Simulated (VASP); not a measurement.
# Rb in VASP: notebook

The runs below take Rb through single point, with LDA, PBEsol, PBE+D3, PBE+D4, PBE+D3(BJ).

All numbers are computed with VASP 6.6.1; they aren't measurements. Logs are shortened: lines on timing, memory, paths and dates and some standing lists are left out, and cuts for length are marked.

### Step 1. Starting point

The cell holds a molecule in a box, 1 atom: a = 10.500 Å, b = 11.000 Å, c = 11.500 Å, α = 90.00°, β = 90.00°, γ = 90.00°.

### Step 2. Single point, LDA, collinear spin, ferromagnetic start

File INCAR:

```
PREC = Accurate ; ENCUT = 400
EDIFF = 1E-6 ; ISMEAR = 0
SIGMA = 0.01 ; LREAL = F
LASPH = T ; NELM = 100
ALGO = Normal ; ISIF = 2
LWAVE = F ; LCHARG = F
ISPIN = 2 ; MAGMOM = 0.5
LORBIT = 11 ; NUPDOWN = 1
NBANDS = 14 ; ISYM = 0
```

File KPOINTS:

```
Automatic mesh
0
Gamma
  1 1 1
```

File POSCAR:

```
Rb                                      
1.0
   10.5000000000      0.0000000000      0.0000000000
    0.0000000000     11.0000000000      0.0000000000
    0.0000000000      0.0000000000     11.5000000000
  Rb            
     1
Selective dynamics
Direct
     0.5000000000000000    0.5045454544999970    0.5000000000000000   F   F   F
```

Potentials or basis: VASP PAW LDA potentials, release 64 (Rb_sv).

Started as:

```bash
$ cat potpaw_LDA.64/Rb_sv/POTCAR > POTCAR
$ mpirun -np 4 vasp_gam > vasp.out
```

OUTCAR:

```text
PREC = Accurate
   ENCUT = 400
   EDIFF = 1E-6
   ISMEAR = 0
   LREAL = F
   LASPH = T
   NELM = 100
   ISIF = 2
   ISPIN = 2
   LORBIT = 11
   NUPDOWN = 1
   ISYM = 0

 ion  position               nearest neighbor table
   1  0.500  0.505  0.500-

IMPORTANT INFORMATION: All symmetrisations will be switched off!
NOSYMM: (Re-)initialisation of all symmetry stuff for point group C_1.

----------------------------------------------------------------------------------------

                                     Primitive cell

  volume of cell :    1328.2500

  direct lattice vectors                    reciprocal lattice vectors
    10.500000000  0.000000000  0.000000000     0.095238095  0.000000000  0.000000000
     0.000000000 11.000000000  0.000000000     0.000000000  0.090909091  0.000000000
     0.000000000  0.000000000 11.500000000     0.000000000  0.000000000  0.086956522

  length of vectors
    10.500000000 11.000000000 11.500000000     0.095238095  0.090909091  0.086956522

  position of ions in fractional coordinates (direct lattice)
     0.500000000  0.504545454  0.500000000

  ion indices of the primitive-cell ions
   primitive index   ion index
                 1           1

----------------------------------------------------------------------------------------

 KPOINTS: Automatic mesh

Automatic generation of k-mesh.
 Grid dimensions read from file:
 generate k-points for:    1    1    1

 Generating k-lattice:

  Cartesian coordinates                     Fractional coordinates (reciprocal lattice)
     0.095238095  0.000000000  0.000000000     1.000000000  0.000000000  0.000000000
     0.000000000  0.090909091  0.000000000     0.000000000  1.000000000  0.000000000
     0.000000000  0.000000000  0.086956522     0.000000000  0.000000000  1.000000000

  Length of vectors
     0.095238095  0.090909091  0.086956522

  Shift w.r.t. Gamma in fractional coordinates (k-lattice)
     0.000000000  0.000000000  0.000000000

 Subroutine IBZKPT returns following result:
 ===========================================

 Found      1 irreducible k-points:

 Following reciprocal coordinates:
            Coordinates               Weight
  0.000000  0.000000  0.000000      1.000000
   k-points           NKPTS =      1   k-points in BZ     NKDIM =      1   number of bands    NBANDS=     16
   number of dos      NEDOS =    301   number of ions     NIONS =      1
   total plane-waves  NPLWV = 403200
   dimension x,y,z NGX =    70 NGY =   72 NGZ =   80
   dimension x,y,z NGXF=   140 NGYF=  144 NGZF=  160
   ions per type =               1
   NGX,Y,Z   is equivalent  to a cutoff of  11.08, 10.88, 11.56 a.u.
   NGXF,Y,Z  is equivalent  to a cutoff of  22.17, 21.76, 23.13 a.u.
 SYSTEM =  unknown system
   PREC   = accura    normal or accurate (medium, high low for compatibility)
   ISTART =      0    job   : 0-new  1-cont  2-samecut
   ICHARG =      2    charge: 1-file 2-atom 10-const
   ISPIN  =      2    spin polarized calculation?
   LNONCOLLINEAR =      F non collinear calculations
   LSORBIT =      F    spin-orbit coupling
   LASPH  =      T    aspherical Exc in radial PAW
   ENCUT  =  400.0 eV  29.40 Ry    5.42 a.u.  17.12 17.94 18.75*2*pi/ulx,y,z
   NELM   =    100;   NELMIN=  2; NELMDL= -5     # of ELM steps
   EDIFF  = 0.1E-05   stopping-criterion for ELM
   LREAL  =      F    real-space projection
   EDIFFG = 0.1E-04   stopping-criterion for IOM
   NSW    =      0    number of steps for IOM
   IBRION =     -1    ionic relax: 0-MD 1-quasi-New 2-CG
   NFREE  =      0    steps in history (QN), initial steepest desc. (CG)
   ISIF   =      2    stress and relaxation
   ISYM   =      0    0-nonsym 1-usesym 2-fastsym
   POTIM  = 0.5000    time-step for ionic-motion
   TEBEG  =    0.0;   TEEND  =   0.0 temperature during run
   PSTRESS=    0.0 pullay stress
   NELECT =       9.0000    total number of electrons
   NUPDOWN=       1.0000    fix difference up-down
   EMIN   =  10.00;   EMAX   =-10.00  energy-range for DOS
   EFERMI =   0.00;   METHOD = LEGACY
   ISMEAR =     0;   SIGMA  =   0.01  broadening in eV -4-tet -1-fermi 0-gaus
   EFERMI_NEDOS =   21; number of points for ismear=-14 and -15
   IALGO  =     38    algorithm
   IMIX   =      4    mixing-type and parameters
     AMIX     =   0.40;   BMIX     =  1.00
     AMIX_MAG =   1.60;   BMIX_MAG =  1.00
  volume/ion in A,a.u.               =    1328.25      8963.47
  Fermi-wavevector in a.u.,A,eV,Ry     =   0.309786  0.585411  1.305719  0.095968
  Thomas-Fermi vector in A             =   1.186821
   LORBIT       =     11    0 simple, 1 ext, 2 COOP (PROOUT), +10 PAW based schemes
   GGA     = CA    functional components
   LHFCALC =     F    Hartree Fock is set to
   AEXX    =    0.0000 exact exchange contribution
   IVDW    =     0    specifies the selected vdW correction
   LEPSILON=     F    determine dielectric tensor
   LRPA    =     F    only Hartree local field effects (RPA)
 spin polarized calculation
 Gauss-broadening in eV      SIGMA  =   0.01
  energy-cutoff  :      400.00
  volume of cell :     1328.25
 maximum number of plane-waves:     12033
 NGX is ok and might be reduce to    70
   NGX = 35   NGY = 35   NGZ = 37

 number of electron       9.0000000 magnetization       0.9999770

 Free energy of the ion-electron system (eV)
  ---------------------------------------------------
  ext. energy  EPLUGINS =         0.00000000
  ---------------------------------------------------
  free energy    TOTEN  =        -0.17269162 eV

  energy without entropy =       -0.17269162  energy(sigma->0) =       -0.17269162

 E-fermi : -15.7721     XC(G=0):  -1.3269

 val. band max:       -2.4245831367   @ k =   0.0000   0.0000   0.0000
 cond. band min:      -1.8575649081   @ k =   0.0000   0.0000   0.0000
 fundamental gap:      0.5670182286
 Fermi energy:        -2.3687726200

 spin component 1

 k-point     1 :       0.0000    0.0000    0.0000
  band No.  band energies     occupation
      1     -31.7726      1.00000
      2     -15.9144      1.00000
      3     -15.9134      1.00000
      4     -15.9120      1.00000
      5      -2.4246      1.00000
      6      -0.6590      0.00000
[... 8 lines left out ...]
     15       1.0969      0.00000
     16       1.1324      0.00000
 Fermi energy:       -15.7720955616

 spin component 2

 k-point     1 :       0.0000    0.0000    0.0000
  band No.  band energies     occupation
      1     -31.7366      1.00000
      2     -15.8492      1.00000
      3     -15.8481      1.00000
      4     -15.8464      1.00000
      5      -1.8576      0.00000
      6      -0.1778      0.00000
[... 8 lines left out ...]
     15       1.3281      0.00000
     16       1.3834      0.00000

------------------------ aborting loop because EDIFF is reached ----------------------------------------

  FORCE on cell =-STRESS in cart. coord.  units (eV):
  Direction    XX          YY          ZZ          XY          YZ          ZX
  --------------------------------------------------------------------------------------
  -------------------------------------------------------------------------------------
  Total       -0.1869487     -0.1330336     -0.0946970      0.0000004      0.0000005      0.0000016
  in kB       -0.2255035     -0.1604694     -0.1142265      0.0000005      0.0000006      0.0000019
  external PRESSURE =      -0.1667331 kB  Pullay stress =       0.0000000 kB

 VOLUME and BASIS-vectors are now :
 -----------------------------------------------------------------------------
  energy-cutoff  :      400.00
  volume of cell :     1328.25
      direct lattice vectors                 reciprocal lattice vectors
    10.500000000  0.000000000  0.000000000     0.095238095  0.000000000  0.000000000
     0.000000000 11.000000000  0.000000000     0.000000000  0.090909091  0.000000000
     0.000000000  0.000000000 11.500000000     0.000000000  0.000000000  0.086956522

 POSITION                                       TOTAL-FORCE (eV/Angst)
 -----------------------------------------------------------------------------------
      5.25000      5.55000      5.75000        -0.000003      0.000016     -0.000006
 -----------------------------------------------------------------------------------
    total drift:                               -0.000003      0.000016     -0.000006

  FREE ENERGIE OF THE ION-ELECTRON SYSTEM (eV)
  ---------------------------------------------------
  free  energy   TOTEN  =        -0.1726916206 eV

  energy  without entropy=       -0.1726916206  energy(sigma->0) =       -0.17269162

 total charge

# of ion       s       p       d       tot
------------------------------------------
    1        1.974   5.303   0.000   7.277

 magnetization (x)

# of ion       s       p       d       tot
------------------------------------------
    1        0.047  -0.003   0.000   0.044
```

stdout:

```text
POSCAR found type information on POSCAR Rb
 POSCAR found :  1 types and       1 ions
 scaLAPACK will be used
 LDA part: xc-table for (Slater(with rela. corr.)+CA(PZ))
 , standard interpolation
 -----------------------------------------------------------------------------
|                                                                             |
|           W    W    AA    RRRRR   N    N  II  N    N   GGGG   !!!           |
|           W    W   A  A   R    R  NN   N  II  NN   N  G    G  !!!           |
|           W    W  A    A  R    R  N N  N  II  N N  N  G       !!!           |
|           W WW W  AAAAAA  RRRRR   N  N N  II  N  N N  G  GGG   !            |
|           WW  WW  A    A  R   R   N   NN  II  N   NN  G    G                |
|           W    W  A    A  R    R  N    N  II  N    N   GGGG   !!!           |
|                                                                             |
|     The number of bands has been changed from the values supplied in        |
|     The orbitals not found in the WAVECAR file will be initialized with     |
|     random numbers, which is usually adequate. For correlated               |
|     calculations, however, you should redo the groundstate calculation.     |
|     I found NBANDS = 14. Now, NBANDS = 16.                                  |
|                                                                             |
 -----------------------------------------------------------------------------

 POSCAR, INCAR and KPOINTS ok, starting setup
 FFT: planning ... GRIDC
 FFT: planning ... GRID_SOFT
 FFT: planning ... GRID
 WAVECAR not read
 entering main loop
```

Run time: 31 s. Hardware: 4 MPI ranks of Intel Xeon Platinum 8488C (Sapphire Rapids), shared host; peak memory 0.27 GiB.

What came out:

```
Free energy                                           : -0.1727 eV
Net moment                                            : 1.00 μB per cell
Site moments                                          : Rb +0.04 μB
Valence electrons inside the program's atomic spheres : Rb 7.28
```

Caveat: the total moment is fixed, so each spin has its own Fermi level.

### Step 3. Single point, PBEsol, collinear spin, ferromagnetic start

INCAR: that of step 2 with these lines changed.

```diff
@@ -8,2 +8,3 @@
 LORBIT = 11 ; NUPDOWN = 1
-NBANDS = 14 ; ISYM = 0
+GGA = PS ; NBANDS = 14
+ISYM = 0
```

KPOINTS is that of step 2.

POSCAR is that of step 2.

Potentials or basis: VASP PAW PBE potentials, release 64 (Rb_sv).

Started as:

```bash
$ cat potpaw_PBE.64/Rb_sv/POTCAR > POTCAR
$ mpirun -np 4 vasp_gam > vasp.out
```

Run time: 73 s. Hardware: 4 MPI ranks of Intel Xeon Platinum 8488C (Sapphire Rapids), shared host; peak memory 0.37 GiB.

It converged, with:

- Free energy: -0.2314 eV
- Net moment: 1.00 μB per cell
- Site moments: Rb +0.04 μB
- Valence electrons inside the program's atomic spheres: Rb 7.29

Caveat: the PAW data sets were made with another functional, which shifts forces and pressure a little; the total moment is fixed, so each spin has its own Fermi level.

(Part 1 of 2 ends here.)
